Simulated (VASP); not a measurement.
# CdO2 under changes of volume

One of the cells (12.003 Å³/atom); the others are scaled copies at fixed shape and fractional positions:

```
Cd O
1.0
     3.39430    0.00000    0.00000
    -1.69715    2.93955    0.00000
     0.00000    0.00000    3.60894
Cd O
1 2
Direct
  0.00000 0.00000 0.00000
  0.33333 0.66667 0.28214
  0.66667 0.33333 0.71786
```

The cell comes from a database or a generator and needn't be the stable form of this composition.

| Property | Result |
| --- | --- |
| Program | VASP 6.6.1 |
| Functional | r2SCAN |
| Potentials or basis | VASP PAW PBE potentials, release 64 (Cd, O) |
| Cutoff | 520 eV |
| k mesh | 8 × 8 × 6 |
| Occupations | fermi-dirac, width 0.05 eV |
| Spin | no spin polarisation |

```tsv
volume (Å³/atom)	energy over the lowest point (meV/atom)	pressure (GPa)	largest force (eV/Å)
11.523	9.64	6.2	0.213
11.763	?	?	?
12.003	0.00	0.2	0.004
12.243	1.47	-2.3	0.100
12.483	6.51	-4.6	0.188
```

Question: What does the run at 11.763 Å³/atom give?

Answer: Energy over the lowest point 2.57 meV/atom; pressure 3.0 GPa; largest force 0.100 eV/Å.

Worked out: A Birch-Murnaghan fit of order 2 (a polynomial in V^(-2/3)) to the other rows has its minimum at 12.03 Å³/atom with B0 = V·E''(V) = 133 GPa at fixed shape and positions, which overstates the stiffness. It gives 2.61 meV/atom at 11.763 Å³/atom, against the run's 2.57, and -dE/dV = 3.2 GPa, against 3.0.

Energies are extrapolated to zero smearing.

Caveats: the PAW data sets were made with another functional, which shifts forces and pressure a little.
